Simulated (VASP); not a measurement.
# PbSe (Clausthalite) (Fm-3m) in VASP: further runs, part 2 of 2

VASP 6.6.1.

## (4) Single point, PBE

This run uses another cell than the first one, of 27.52 Å³/atom, 1.091 times its volume.

INCAR

```
SYSTEM = PbSe
PREC = Accurate ; ENCUT = 520
EDIFF = 1E-6 ; ISMEAR = 0
SIGMA = 0.01 ; LREAL = .FALSE.
LASPH = .TRUE. ; NELM = 60
ALGO = Normal ; ISIF = 2
LWAVE = .FALSE. ; LCHARG = .TRUE.
GGA = PE ; LELF = .TRUE.
LVHAR = .TRUE. ; NBANDS = 17
```

KPOINTS

```
Automatic mesh
0
G
  6 6 6
  0 0 0
```

POSCAR

```
PbSe
1.0
    0.0000000000      3.0192847941      3.0192847941
    3.0192847941      0.0000000000      3.0192847941
    3.0192847941      3.0192847941      0.0000000000
Pb Se
1 1
Direct
    0.0000000000      0.0000000000      0.0000000000
    0.5000000000      0.5000000000      0.5000000000
```

Potentials or basis: VASP PAW PBE potentials, release 64 (Pb_d, Se).

The run is started by

```console
$ cat potpaw_PBE.64/Pb_d/POTCAR potpaw_PBE.64/Se/POTCAR > POTCAR
$ mpirun -np 1 vasp_std > vasp.out
```

OUTCAR:

```text
SYSTEM = PbSe
   PREC = Accurate
   ENCUT = 520
   EDIFF = 1E-6
   ISMEAR = 0
   LREAL = .FALSE.
   LASPH = .TRUE.
   NELM = 60
   ISIF = 2
   GGA = PE

 ion  position               nearest neighbor table
   1  0.000  0.000  0.000-   2 3.02   2 3.02   2 3.02   2 3.02   2 3.02   2 3.02
   2  0.500  0.500  0.500-   1 3.02   1 3.02   1 3.02   1 3.02   1 3.02   1 3.02

  LATTYP: Found a face centered cubic cell.
 ALAT       =     6.0385695882

  Lattice vectors:

 A1 = (   0.0000000000,   3.0192847941,   3.0192847941)
 A2 = (   3.0192847941,   0.0000000000,   3.0192847941)
 A3 = (   3.0192847941,   3.0192847941,   0.0000000000)

Analysis of symmetry for initial positions (statically):
=====================================================================
 Subroutine PRICEL returns:
 Original cell was already a primitive cell.

 Routine SETGRP: Setting up the symmetry group for a
 face centered cubic supercell.

 Subroutine GETGRP returns: Found 48 space group operations
 (whereof 48 operations were pure point group operations)
 out of a pool of 48 trial point group operations.

The static configuration has the point symmetry O_h .

[... 150 lines left out ...]

 E-fermi :   5.7167     XC(G=0):  -9.7216

 val. band max:        5.6251531915   @ k =   0.5000   0.0000   0.0000
 cond. band min:       5.7728390285   @ k =   0.5000   0.0000   0.0000
 fundamental gap:      0.1476858369
 Fermi energy:         5.7166818284

 k-point     1 :       0.0000    0.0000    0.0000
  band No.  band energies     occupation
      1     -11.3231      2.00000
      2     -11.3231      2.00000
      3     -11.3231      2.00000
      4     -11.3214      2.00000
      5     -11.3214      2.00000
      6      -8.3686      2.00000
[... 297 lines left out ...]
      4     -11.2901      2.00000
      5     -11.2705      2.00000
      6      -6.7447      2.00000
[... 9 lines left out ...]
     16      17.4271      0.00000
     17      18.2771      0.00000

------------------------ aborting loop because EDIFF is reached ----------------------------------------

  FORCE on cell =-STRESS in cart. coord.  units (eV):
  Direction    XX          YY          ZZ          XY          YZ          ZX
  --------------------------------------------------------------------------------------
  -------------------------------------------------------------------------------------
  Total        1.6863114      1.6863114      1.6863114     -0.0000000     -0.0000000     -0.0000000
  in kB       49.0801763     49.0801763     49.0801763     -0.0000000     -0.0000000     -0.0000000
  external PRESSURE =      49.0801763 kB  Pullay stress =       0.0000000 kB

 VOLUME and BASIS-vectors are now :
 -----------------------------------------------------------------------------
  energy-cutoff  :      520.00
  volume of cell :       55.05
      direct lattice vectors                 reciprocal lattice vectors
     0.000000000  3.019284794  3.019284794    -0.165602132  0.165602132  0.165602132
     3.019284794  0.000000000  3.019284794     0.165602132 -0.165602132  0.165602132
     3.019284794  3.019284794  0.000000000     0.165602132  0.165602132 -0.165602132

 POSITION                                       TOTAL-FORCE (eV/Angst)
 -----------------------------------------------------------------------------------
      0.00000      0.00000      0.00000         0.000000     -0.000000     -0.000000
      3.01928      3.01928      3.01928        -0.000000      0.000000      0.000000
 -----------------------------------------------------------------------------------
    total drift:                                0.000000     -0.000000     -0.000000

  FREE ENERGIE OF THE ION-ELECTRON SYSTEM (eV)
  ---------------------------------------------------
  free  energy   TOTEN  =        -8.1290875579 eV

  energy  without entropy=       -8.1290875579  energy(sigma->0) =       -8.12908756
```

stdout:

```text
POSCAR found type information on POSCAR PbSe
 POSCAR found :  2 types and       2 ions
 scaLAPACK will be used
 LDA part: xc-table for (Slater+PW92), standard interpolation
 POSCAR, INCAR and KPOINTS ok, starting setup
 FFT: planning ... GRIDC
 FFT: planning ... GRID_SOFT
 FFT: planning ... GRID
 WAVECAR not read
 entering main loop
```

It took 7.9 s on 1 thread of Intel Xeon Platinum 8488C (Sapphire Rapids), shared host; peak memory 0.17 GiB.

Results:

| Quantity | Value |
| --- | --- |
| Free energy | -8.1291 eV |
| Pressure | 4.9 GPa |
| Band gap on the k mesh | 0.15 eV, direct |

Caveat: spin-orbit coupling is left out, which moves the levels of the heavy elements. A k mesh can miss the band edges.

## (5) Single point, PBE

This run uses another cell than the first one, of 28.67 Å³/atom, 1.136 times its volume.

INCAR

```
SYSTEM = PbSe
ALGO     = Normal         ! electronic algorithm
EDIFF    = 1E-6           ! SCF threshold, eV
ENCUT    = 520            ! plane-wave cutoff, eV
GGA      = PE             ! functional
ISIF     = 2              ! what is computed and relaxed
ISMEAR   = 0              ! smearing method
LASPH    = .TRUE.         ! aspherical terms in the spheres
LCHARG   = .FALSE.        ! write CHGCAR
LREAL    = .FALSE.        ! projectors in reciprocal space
LWAVE    = .FALSE.        ! write WAVECAR
NBANDS   = 17             ! bands
NELM     = 60             ! most SCF steps
PREC     = Accurate       ! precision mode
SIGMA    = 0.01           ! smearing width, eV
```

KPOINTS

```
k-points
0
G
  6 6 6
  0 0 0
```

POSCAR

```
PbSe
1.0
    0.0000000000      3.0606500000      3.0606500000
    3.0606500000      0.0000000000      3.0606500000
    3.0606500000      3.0606500000      0.0000000000
Pb Se
1 1
Direct
    0.0000000000      0.0000000000      0.0000000000
    0.5000000000      0.5000000000      0.5000000000
```

The run is started by

```console
$ cat potpaw_PBE.64/Pb_d/POTCAR potpaw_PBE.64/Se/POTCAR > POTCAR
$ mpirun -np 1 vasp_std > vasp.out
```

It took 7.9 s on 1 thread of Intel Xeon Platinum 8488C (Sapphire Rapids), shared host; peak memory 0.17 GiB.

The run converged. Its results:

| Item | Value |
| --- | --- |
| Free energy | -8.1813 eV |
| Pressure | 2.4 GPa |
| Band gap on the k mesh | 0.29 eV, direct |

Levels at points of the mesh, in eV from the valence-band top:
| k point | band 6 | band 7 | band 8 | band 9 | band 10 | band 11 | band 12 | band 13 | band 14 | band 15 |
| --- | --- | --- | --- | --- | --- | --- | --- | --- | --- | --- |
| (0.00, 0.00, 0.00) | -13.60 | -6.30 | -1.88 | -1.88 | -1.88 | 4.71 | 4.71 | 4.71 | 6.52 | 6.52 |
| (0.50, 0.00, 0.00) | -12.53 | -8.80 | -1.47 | -1.47 | 0.00 | 0.29 | 1.70 | 1.70 | 8.55 | 10.15 |
| (0.50, 0.50, 0.00) | -12.16 | -7.38 | -4.98 | -3.24 | -3.24 | 3.69 | 5.61 | 5.61 | 6.05 | 11.29 |

Caveat: spin-orbit coupling is left out, which moves the levels of the heavy elements.

## (6) Overview

| cell | gap on the mesh (eV) | pressure (GPa) |
| --- | --- | --- |
| a = 4.148 Å, angles 60.0°, 2 atoms | 0.21 | 11.4 |
| a = 4.210 Å, angles 60.0°, 2 atoms | 0.02 | 7.6 |
| a = 4.270 Å, angles 60.0°, 2 atoms | 0.15 | 4.9 |
| a = 4.328 Å, angles 60.0°, 2 atoms | 0.29 | 2.4 |

Alike in all rows: task single point; level PBE; potentials or basis VASP PAW PBE potentials, release 64 (Pb_d, Se); no spin polarisation; k mesh 6 × 6 × 6; cutoff (eV) 520; smearing gaussian 0.01 eV.

Caveats: spin-orbit coupling is left out, which moves the levels of the heavy elements.

Total energies depend on the potentials used, so only differences within one code and one set of settings carry meaning.

## (7) Comparison with measurements

Step 5. Measured gap of PbSe: 0.28 eV (direct; 300 K; a printed reference work, monograph). This calculation gives 0.29 eV (+0.01 eV). 2 values of this kind are on record (0.15 to 0.28 eV); this one was drawn at random. Spin-orbit coupling on Pb, Se is left out. The value is that of PBE on a finite k mesh, which can miss the band edges, without temperature or zero-point motion.
